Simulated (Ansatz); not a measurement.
## TiAl: electron density at the nuclei under pressure

```yaml
crystal:
  lattice:
    - [2.83730, 0.00000, 0.00000]
    - [0.00000, 2.83730, 0.00000]
    - [0.00000, 0.00000, 4.05910]
  atoms:
    - { symbol: Ti, position: [0.00000, 0.00000, 0.00000] }
    - { symbol: Al, position: [0.50000, 0.50000, 0.50000] }
```

Atom numbers follow the list: Ti1, Al2.

The cell is COD entry 1532769, as deposited and not checked against the literature; nothing was relaxed.

Spin polarisation is left out, and whether a magnetic state lies lower isn't shown here.

Computed with DFT, PBE, all-electron PAW with datasets made for the crystal, scalar-relativistic in Ansatz 0.2.0.

Settings: a Γ-centred 12×12×8 k mesh, Fermi–Dirac smearing of 0.05 eV, cutoff 220 eV (chosen by the program for this cell), no spin polarisation.

The contact density is the mean electron density over the nuclear volume; its changes follow the s electrons' response to bonding and compression. Changes below are taken from the unscaled cell, where it is 56833.1 e/Å³ at Ti1, 10090.9 e/Å³ at Al2.

The datasets are made afresh for each cell, so very small changes are uncertain.

(1) Does compression raise or lower the contact density at Ti1?

(2) Tabulate the changes with volume.

Answers

(1) It raises it, by 1.22 e/Å³ over the whole range.

(2) 
```json
{"V/V(cell)": "0.9405", "P (GPa)": "6.9", "Δρ(0) Ti1 (e/Å³)": "0.63", "Δρ(0) Al2 (e/Å³)": "0.05"}
{"V/V(cell)": "1.0000", "P (GPa)": "-0.8", "Δρ(0) Ti1 (e/Å³)": "0.00", "Δρ(0) Al2 (e/Å³)": "0.00"}
{"V/V(cell)": "1.0600", "P (GPa)": "-6.5", "Δρ(0) Ti1 (e/Å³)": "-0.59", "Δρ(0) Al2 (e/Å³)": "0.02"}
```
